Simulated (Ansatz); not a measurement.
# SiC (Fm-3m): compression over a wide range

How does SiC (Fm-3m) respond to strong compression and slight expansion?

Computed with Ansatz 0.2.0 (DFT r²SCAN, scalar-relativistic, plane waves, PAW, unless a step's input says otherwise).

## Step 1: The starting structure

It takes space group Fm-3m (No. 225, cubic). The conventional cell has a = 4.026 Å, b = 4.026 Å, c = 4.026 Å, α = 90.00°, β = 90.00°, γ = 90.00°. Around C (site symmetry m-3m) lie 6 Si at 2.01 Å. Si (site symmetry m-3m) has 6 C at 2.01 Å as nearest neighbours.

Structure file:

```cif
data_structure
_symmetry_space_group_name_H-M 'Fm-3m'
_symmetry_Int_Tables_number 225
_cell_length_a 4.0257
_cell_length_b 4.0257
_cell_length_c 4.0257
_cell_angle_alpha 90.000
_cell_angle_beta 90.000
_cell_angle_gamma 90.000
_cell_volume 65.24
loop_
_atom_site_label
_atom_site_type_symbol
_atom_site_symmetry_multiplicity
_atom_site_Wyckoff_symbol
_atom_site_fract_x
_atom_site_fract_y
_atom_site_fract_z
_atom_site_occupancy
C1 C 4 a 0.00000 0.00000 0.00000 1
Si1 Si 4 b 0.50000 0.00000 0.00000 1
```

This cell comes from an earlier session at r²SCAN: 8.155 Å³/atom at -0.02 GPa, on a 18×18×18 mesh.

## Step 2: Volume × 0.96

Input file input.yaml:

```yaml
crystal:
  lattice:
    - [0.0, 1.9856565323, 1.9856565323]
    - [1.9856565323, 0.0, 1.9856565323]
    - [1.9856565323, 1.9856565323, 0.0]
  atoms:
    - { symbol: C, position: [0.0, 0.0, 0.0] }
    - { symbol: Si, position: [0.5, 0.5, 0.5] }
basis:
  ecutwfc: 500
  ecutrho_ratio: 4
kpoints:
  mp_grid: { grid: [20, 20, 20] }
hamiltonian:
  xc: r2scan
scf:
  occupations: { method: gaussian, width: 0.05 }
output:
  forces: true
  stress: true
  eigenvalues: true
```

The run is started by

```bash
> ansatz run input.yaml --threads 1 --pin off --max-ram 2560MiB --backend cpu --events-out ev --progress --plain --runs-dir out
```

The runs that follow: Volume × 1.04; Volume × 0.92; Volume × 0.88; Volume × 0.84; Volume × 0.8; Volume × 0.76; Volume × 0.72.

Q: Predict the outcome of this session. Wanted: range of pressure; V0; B0; B0′.

**Answer**, as computed:

| quantity | value |
| --- | --- |
| range of pressure | -9.2 to 178.3 GPa |
| V0 (fit) | 8.16 Å³/atom |
| B0 (fit) | 278 GPa |
| B0′ (fit) | 4.08 |

In words: A third-order Birch-Murnaghan fit follows the points with an rms miss of 0.46 meV/atom. The k mesh is not the same at all volumes. Symmetry fixes shape and sites, so only the volume changes. The gap is zero at the larger volumes and opens under compression; semilocal functionals close small gaps early. Other structures may be lower in enthalpy at these pressures.
